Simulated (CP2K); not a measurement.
# GaP (F-43m) in CP2K: further runs, part 2 of 2

CP2K 2026.2.

### Step 4. Band structure, r2SCAN

File gap_bands.inp:

```
&GLOBAL
  PROJECT gap_bands
  RUN_TYPE ENERGY_FORCE
  PRINT_LEVEL LOW
&END GLOBAL
&FORCE_EVAL
  METHOD QS
  STRESS_TENSOR ANALYTICAL
  &DFT
    BASIS_SET_FILE_NAME BASIS_MOLOPT_UZH
    POTENTIAL_FILE_NAME POTENTIAL_UZH
    &MGRID
      CUTOFF 675
      REL_CUTOFF 60
      NGRIDS 4
    &END MGRID
    &QS
      METHOD GPW
      EPS_DEFAULT 1.0E-10
    &END QS
    &KPOINTS
      SCHEME MONKHORST-PACK 8 8 8
      GAMMA_CENTERED T
      SYMMETRY T
      SYMMETRY_BACKEND SPGLIB
    &END KPOINTS
    &SCF
      SCF_GUESS ATOMIC
      EPS_SCF 1.0E-6
      MAX_SCF 100
      ADDED_MOS 10
      CHOLESKY OFF
      EPS_EIGVAL 1.0E-7
      &DIAGONALIZATION ON
        ALGORITHM STANDARD
      &END DIAGONALIZATION
      &MIXING ON
        METHOD BROYDEN_MIXING
        ALPHA 0.4
        BETA 1.5
        NBUFFER 8
      &END MIXING
      &SMEAR ON
        METHOD FERMI_DIRAC
        ELECTRONIC_TEMPERATURE [K] 580.226
      &END SMEAR
    &END SCF
    &XC
      &XC_FUNCTIONAL
        &MGGA_X_R2SCAN
        &END MGGA_X_R2SCAN
        &MGGA_C_R2SCAN
        &END MGGA_C_R2SCAN
      &END XC_FUNCTIONAL
    &END XC
    &PRINT
      &KPOINTS ON
      &END KPOINTS
      &MULLIKEN ON
      &END MULLIKEN
      &MO ON
        ENERGIES T
        OCCUPATION_NUMBERS T
        &EACH
          QS_SCF 0
        &END EACH
        ADD_LAST NUMERIC
      &END MO
      &BAND_STRUCTURE
        FILE_NAME bands.bs
        ADDED_MOS 2
        &KPOINT_SET
          UNITS B_VECTOR
          NPOINTS 6
          SPECIAL_POINT GAMMA 0.00000000 0.00000000 0.00000000
          SPECIAL_POINT X 0.50000000 0.00000000 0.50000000
          SPECIAL_POINT W 0.50000000 0.25000000 0.75000000
          SPECIAL_POINT K 0.37500000 0.37500000 0.75000000
          SPECIAL_POINT GAMMA 0.00000000 0.00000000 0.00000000
          SPECIAL_POINT L 0.50000000 0.50000000 0.50000000
          SPECIAL_POINT U 0.62500000 0.25000000 0.62500000
          SPECIAL_POINT W 0.50000000 0.25000000 0.75000000
          SPECIAL_POINT L 0.50000000 0.50000000 0.50000000
          SPECIAL_POINT K 0.37500000 0.37500000 0.75000000
        &END KPOINT_SET
        &KPOINT_SET
          UNITS B_VECTOR
          NPOINTS 6
          SPECIAL_POINT U 0.62500000 0.25000000 0.62500000
          SPECIAL_POINT X 0.50000000 0.00000000 0.50000000
        &END KPOINT_SET
      &END BAND_STRUCTURE
    &END PRINT
  &END DFT
  &SUBSYS
    &CELL
      A 3.8540855109 0.0000000000 0.0000000000
      B 1.9270427554 3.3377359608 0.0000000000
      C 1.9270427554 1.1125786536 3.1468476422
      PERIODIC XYZ
    &END CELL
    &COORD
      Ga  0.0000000000 0.0000000000 0.0000000000
      P   5.7811282663 3.3377359608 2.3601357316
    &END COORD
    &KIND Ga
      BASIS_SET TZVP-MOLOPT-SCAN-GTH-q13
      POTENTIAL GTH-SCAN-q13
    &END KIND
    &KIND P
      BASIS_SET TZVP-MOLOPT-SCAN-GTH-q5
      POTENTIAL GTH-SCAN-q5
    &END KIND
    &PRINT
      &ATOMIC_COORDINATES ON
      &END ATOMIC_COORDINATES
      &CELL ON
      &END CELL
    &END PRINT
  &END SUBSYS
  &PRINT
    &FORCES ON
    &END FORCES
    &STRESS_TENSOR ON
    &END STRESS_TENSOR
  &END PRINT
&END FORCE_EVAL
```

Potentials or basis: POTENTIAL_UZH Ga GTH-SCAN-q13, P GTH-SCAN-q5; TZVP-MOLOPT-SCAN-GTH basis.

Started as:

```sh
$ OMP_NUM_THREADS=1 cp2k.psmp -i gap_bands.inp -o gap_bands.out
```

Run time: 2.2 min. Hardware: 1 thread of Arm Neoverse V2, shared host; peak memory 0.38 GiB.

It converged, with:

```
Free energy             : -2197.3727 eV
Pressure                : -0.1 GPa
Band gap on the k mesh  : 1.94 eV, indirect (least direct gap 2.22 eV)
Band gap along the path : 1.89 eV, indirect (least direct gap 2.22 eV)
Mulliken charges        : Ga +0.48; P -0.48 e
```

Levels at the corners of the path, in eV from the valence-band top:
```
point  band 6  band 7  band 8  band 9  band 10  band 11  band 12  band 13
    Γ  -13.06    0.00    0.00    0.00     2.22     4.18     4.18     4.18
    X   -9.93   -7.03   -2.84   -2.84     1.99     2.12    11.35    11.35
    W   -9.83   -6.82   -3.73   -3.57     5.18     5.26     6.69     6.69
    K   -9.97   -6.81   -4.10   -2.39     2.52     5.25     8.97     8.99
    Γ  -13.06    0.00    0.00    0.00     2.22     4.18     4.18     4.18
    L  -10.87   -6.90   -1.20   -1.20     2.00     5.13     5.13     9.24
    U   -9.97   -6.81   -4.10   -2.39     2.52     5.25     8.97     8.99
    W   -9.83   -6.82   -3.73   -3.57     5.18     5.26     6.69     6.69
    L  -10.87   -6.90   -1.20   -1.20     2.00     5.13     5.13     9.24
    K   -9.97   -6.81   -4.10   -2.39     2.52     5.25     8.97     8.99
    U   -9.97   -6.81   -4.10   -2.39     2.52     5.25     8.97     8.99
    X   -9.93   -7.03   -2.84   -2.84     1.99     2.12    11.35    11.35
```

Caveat: Mulliken charges move with the basis; the basis of atomic orbitals isn't converged, which shifts pressures, moduli and gaps.

### Step 5. Band structure, TB-mBJ

gap_bands.inp, as its differences from that of step 4:

```diff
@@ -2,3 +2,3 @@
   PROJECT gap_bands
-  RUN_TYPE ENERGY_FORCE
+  RUN_TYPE ENERGY
   PRINT_LEVEL LOW
@@ -7,3 +7,2 @@
   METHOD QS
-  STRESS_TENSOR ANALYTICAL
   &DFT
@@ -18,3 +17,3 @@
       METHOD GPW
-      EPS_DEFAULT 1.0E-10
+      EPS_DEFAULT 1.0E-9
     &END QS
@@ -44,3 +43,3 @@
         METHOD FERMI_DIRAC
-        ELECTRONIC_TEMPERATURE [K] 580.226
+        ELECTRONIC_TEMPERATURE 580.23
       &END SMEAR
@@ -49,6 +48,6 @@
       &XC_FUNCTIONAL
-        &MGGA_X_R2SCAN
-        &END MGGA_X_R2SCAN
-        &MGGA_C_R2SCAN
-        &END MGGA_C_R2SCAN
+        &MGGA_X_TB09
+        &END MGGA_X_TB09
+        &LDA_C_PW
+        &END LDA_C_PW
       &END XC_FUNCTIONAL
@@ -70,3 +69,3 @@
         FILE_NAME bands.bs
-        ADDED_MOS 2
+        ADDED_MOS 6
         &KPOINT_SET
@@ -102,12 +101,13 @@
     &COORD
+      SCALED
       Ga  0.0000000000 0.0000000000 0.0000000000
-      P   5.7811282663 3.3377359608 2.3601357316
+      P   0.7500000000 0.7500000000 0.7500000000
     &END COORD
     &KIND Ga
-      BASIS_SET TZVP-MOLOPT-SCAN-GTH-q13
-      POTENTIAL GTH-SCAN-q13
+      BASIS_SET TZVP-MOLOPT-PBE-GTH-q13
+      POTENTIAL GTH-PBE-q13
     &END KIND
     &KIND P
-      BASIS_SET TZVP-MOLOPT-SCAN-GTH-q5
-      POTENTIAL GTH-SCAN-q5
+      BASIS_SET TZVP-MOLOPT-PBE-GTH-q5
+      POTENTIAL GTH-PBE-q5
     &END KIND
@@ -118,2 +118,4 @@
       &END CELL
+      &SYMMETRY ON
+      &END SYMMETRY
     &END PRINT
@@ -123,4 +125,2 @@
     &END FORCES
-    &STRESS_TENSOR ON
-    &END STRESS_TENSOR
   &END PRINT
```

Potentials or basis: POTENTIAL_UZH Ga GTH-PBE-q13, P GTH-PBE-q5; TZVP-MOLOPT-PBE-GTH basis.

Started as:

```sh
$ OMP_NUM_THREADS=1 cp2k.psmp -i gap_bands.inp -o gap_bands.out
```

Wall time 2.4 min (1 thread of Arm Neoverse V2, shared host); peak memory 0.38 GiB.

Results (log left out):

```yaml
Band_gap_on_the_k_mesh: 1.79 eV, indirect (least direct gap 2.00 eV)
Band_gap_along_the_path: 1.77 eV, indirect (least direct gap 2.00 eV)
Mulliken_charges: Ga +0.72; P -0.72 e
```

Levels at the corners of the path, in eV from the valence-band top:
```tsv
point	band 6	band 7	band 8	band 9	band 10	band 11	band 12	band 13
Γ	-10.66	0.00	0.00	0.00	2.00	3.79	3.79	3.79
X	-8.99	-6.96	-2.87	-2.87	1.90	1.99	10.82	10.82
W	-8.82	-6.81	-3.64	-3.61	4.96	5.00	6.23	6.27
K	-8.97	-6.78	-4.06	-2.42	2.38	4.97	8.42	8.47
Γ	-10.66	0.00	0.00	0.00	2.00	3.79	3.79	3.79
L	-9.72	-6.84	-1.24	-1.24	1.80	4.81	4.81	8.87
U	-8.97	-6.78	-4.06	-2.42	2.38	4.97	8.42	8.47
W	-8.82	-6.81	-3.64	-3.61	4.96	5.00	6.23	6.27
L	-9.72	-6.84	-1.24	-1.24	1.80	4.81	4.81	8.87
K	-8.97	-6.78	-4.06	-2.42	2.38	4.97	8.42	8.47
U	-8.97	-6.78	-4.06	-2.42	2.38	4.97	8.42	8.47
X	-8.99	-6.96	-2.87	-2.87	1.90	1.99	10.82	10.82
```

Caveat: Mulliken charges move with the basis; this is a model potential without an energy functional, so only levels have meaning; the potentials were made for another functional, which shifts forces and pressure; the basis of atomic orbitals isn't converged, which shifts pressures, moduli and gaps.

### Step 6. Summary

```csv
level,potentials or basis,smearing,EPS_DEFAULT,NGRIDS,points a segment of the path (NPOINTS),bands added on the path,CUTOFF of the grids,gap on the mesh (eV),pressure (GPa)
PBEsol,"POTENTIAL_UZH Ga GTH-PBE-q13, P GTH-PBE-q5; TZVP-MOLOPT-PBE-GTH basis",fermi-dirac 0.0259 eV,1.0E-9,5,8,2,450 Ry,1.51,0.3
LDA,"GTH_POTENTIALS Ga GTH-PADE-q13, P GTH-PADE-q5; TZVP-MOLOPT-PBE-GTH basis",fermi-dirac 0.05 eV,1.0E-10,4,10,4,450 Ry,1.49,-2.5
r2SCAN,"POTENTIAL_UZH Ga GTH-SCAN-q13, P GTH-SCAN-q5; TZVP-MOLOPT-SCAN-GTH basis",fermi-dirac 0.05 eV,1.0E-10,4,6,2,675 Ry,1.94,-0.1
TB-mBJ,"POTENTIAL_UZH Ga GTH-PBE-q13, P GTH-PBE-q5; TZVP-MOLOPT-PBE-GTH basis",fermi-dirac 0.05 eV,1.0E-9,4,6,6,675 Ry,1.79,-
```

Alike in all rows: task band structure; no spin polarisation; cell as given; k mesh 8 × 8 × 8.

Caveats: the basis of atomic orbitals isn't converged, which shifts pressures, moduli and gaps; the potentials were made for another functional, which shifts forces and pressure (some runs); this is a model potential without an energy functional, so only levels have meaning (some runs).

Total energies depend on the potentials used, so only differences within one code and one set of settings carry meaning.

### Step 7. Comparison with measurements

Step 2. Against the measured gap of GaP, 2.34 eV (indirect; 10 K; quoted in “Stacking defects in GaP nanowires: Electronic structure and optical properties”, 2018, arxiv:1810.01194), the calculated 1.46 eV is off by -0.88 eV. Spin-orbit coupling on Ga is left out. The value is that of PBEsol in an atomic basis (POTENTIAL_UZH Ga GTH-PBE-q13, P GTH-PBE-q5; TZVP-MOLOPT-PBE-GTH basis), whose error adds to the functional's,, without temperature or zero-point motion. Semilocal functionals fall short of measured gaps as a rule.

Step 3. A measured gap of GaP is 2.34 eV (indirect; 10 K; quoted in “Stacking defects in GaP nanowires: Electronic structure and optical properties”, 2018, arxiv:1810.01194); the calculated 1.48 eV misses it by -0.86 eV. Spin-orbit coupling on Ga is left out. The value is that of LDA in an atomic basis (GTH_POTENTIALS Ga GTH-PADE-q13, P GTH-PADE-q5; TZVP-MOLOPT-PBE-GTH basis), whose error adds to the functional's,, without temperature or zero-point motion. Semilocal functionals fall short of measured gaps as a rule.

Step 4. Against the measured gap of GaP, 2.34 eV (indirect; 10 K; quoted in “Stacking defects in GaP nanowires: Electronic structure and optical properties”, 2018, arxiv:1810.01194), the calculated 1.89 eV is off by -0.45 eV. Spin-orbit coupling on Ga is left out. The value is that of r2SCAN in an atomic basis (POTENTIAL_UZH Ga GTH-SCAN-q13, P GTH-SCAN-q5; TZVP-MOLOPT-SCAN-GTH basis), whose error adds to the functional's,, without temperature or zero-point motion.

Step 5. Against the measured gap of GaP, 2.34 eV (indirect; 10 K; quoted in “Stacking defects in GaP nanowires: Electronic structure and optical properties”, 2018, arxiv:1810.01194), the calculated 1.77 eV is off by -0.57 eV. Spin-orbit coupling on Ga is left out. The value is that of TB-mBJ in an atomic basis (POTENTIAL_UZH Ga GTH-PBE-q13, P GTH-PBE-q5; TZVP-MOLOPT-PBE-GTH basis), whose error adds to the functional's,, without temperature or zero-point motion.
